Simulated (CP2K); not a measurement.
**Pt under changes of volume**

One of the cells (15.080 Å³/atom); the others are scaled copies at fixed shape and fractional positions:

```xyz
1
Lattice="2.7731 0.0000 0.0000 1.3866 2.4016 0.0000 1.3866 0.8005 2.2643" Properties=species:S:1:pos:R:3 pbc="T T T"
Pt    0.0000    0.0000    0.0000
```

```yaml
Program: CP2K 2026.2
Functional: r2SCAN
Potentials_or_basis: POTENTIAL_UZH Pt GTH-SCAN-q18; TZVP-MOLOPT-SCAN-GTH basis
Density_cutoff: 9184 eV
k_mesh: 12 × 12 × 12
Occupations: fermi-dirac, width 0.05 eV
Spin: no spin polarisation
```

| volume (Å³/atom) | energy over the lowest point (meV/atom) | pressure (GPa) |
| --- | --- | --- |
| 14.175 | ? | ? |
| 14.477 | 63.55 | 21.8 |
| 14.778 | 29.69 | 14.4 |
| 15.080 | 9.01 | 7.8 |
| 15.381 | 0.00 | 2.0 |
| 15.683 | 1.26 | -3.1 |
| 15.985 | 11.49 | -7.6 |

What does the run at 14.175 Å³/atom give?

Energy over the lowest point 112.31 meV/atom; pressure 30.2 GPa.

Worked out: A Birch-Murnaghan fit of order 3 (a polynomial in V^(-2/3)) to the other rows has its minimum at 15.49 Å³/atom with B0 = V·E''(V) = 266 GPa and B' = 5.7. It gives 112.64 meV/atom at 14.175 Å³/atom, against the run's 112.31, and -dE/dV = 30.4 GPa, against 30.2.

Energies are extrapolated to zero smearing.

Caveats: the basis of atomic orbitals isn't converged, which shifts pressures, moduli and gaps.
